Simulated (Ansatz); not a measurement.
Mn (hcp type), DFT, PBE, PAW with Ansatz's default frozen-core files, scalar-relativistic (Ansatz 0.2.0), on 1 thread of Arm Neoverse V2 (shared host).

Command: `ansatz run input.yaml --threads 1 --pin off --max-ram 3072MiB --backend cpu --events-out ev --progress --plain --runs-dir out`

```yaml
crystal:
  lattice:
    - [2.3800308907, 0.0, 0.0]
    - [-1.1900154454, 2.0611672131, 0.0]
    - [0.0, 0.0, 3.8459281882]
  atoms:
    - { symbol: Mn, position: [0.3333333333, 0.6666666667, 0.25], spin: 3.0 }
    - { symbol: Mn, position: [0.6666666667, 0.3333333333, 0.75], spin: 3.0 }
magnetization:
  spin_polarized: true
kpoints:
  mp_grid: { grid: [17, 17, 9] }
  band_path:
    path:
      - [0.0, 0.0, 0.0]
      - [0.5, 0.0, 0.0]
      - [0.3333333333, 0.3333333333, 0.0]
      - [0.0, 0.0, 0.0]
      - [0.0, 0.0, 0.5]
      - [0.5, 0.0, 0.5]
      - [0.3333333333, 0.3333333333, 0.5]
      - [0.0, 0.0, 0.5]
      - [0.5, 0.0, 0.5]
    npoints: 8
scf:
  occupations: { method: fermi_dirac, width: 0.1 }
hamiltonian:
  xc: pbe
  pseudopotentials: { kind: paw }
output:
  forces: true
  stress: true
  eigenvalues: true
  populations: true
  dos: { projected: true, de: 0.2, e_range: [-14, 8] }
```

Question: How large is the problem that the program sets up?

Answer: 165 irreducible k-points, 373 plane waves at Γ, 22 bands.

Question: About how long does it take?

Answer: 12 s of wall time for 11 SCF iterations. Times on shared machines scatter by tens of per cent.
